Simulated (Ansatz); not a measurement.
**InP: stiffness from a series of strains**

```
CELL_PARAMETERS angstrom
0.00000 2.85500 2.85500
2.85500 0.00000 2.85500
2.85500 2.85500 0.00000
ATOMIC_POSITIONS crystal
In 0.00000 0.00000 0.00000
P 0.50000 0.50000 0.50000
```

Atom numbers follow the list: In1, P2.

The geometry is COD entry 1538565, unchecked; take it as a test cell.

No spin–orbit coupling, which matters for the heavy atoms here.

Method: Ansatz 0.2.0, DFT, PBE, all-electron LAPW, scalar-relativistic.

Settings: a Γ-centred 11×11×11 k mesh, Fermi–Dirac smearing of 0.03 eV, basis error target 0.25 meV/atom, no spin polarisation.

The strain is applied along the Cartesian axes of the cell as listed (the other components stay zero). Fractional coordinates are held (clamped ions).

σ is the change of stress from the unstrained cell, which is at -5.36 GPa; tension is positive, so slopes are stress–strain coefficients at that pressure. In a metal the k mesh adds noise.

Only quantities that a quadratic follows smoothly over the whole series are listed; rougher ones are left out.

```tsv
εxx = εyy	σzz (GPa)	σxx (GPa)
-0.0300	-1.21	-4.51
-0.0200	-0.74	-2.77
-0.0100	-0.36	-1.27
0.0000	0.00	0.00
0.0100	0.36	1.09
0.0300	1.04	2.73
```

Fit the series and read off the stiffness at zero strain.

Least-squares fits y = p0 + p1 x + p2 x² to the rows give σzz (GPa): p1 = 37.1, p2 = -100; σxx (GPa): p1 = 120, p2 = -1000. So 2 C12 = 37 GPa and C11 + C12 = 120 GPa.

One run, at εxx = εyy = 0.0200, is withheld. Predict its row.

The fits give 0.71, 2.02; the run gave 0.68, 2.00.
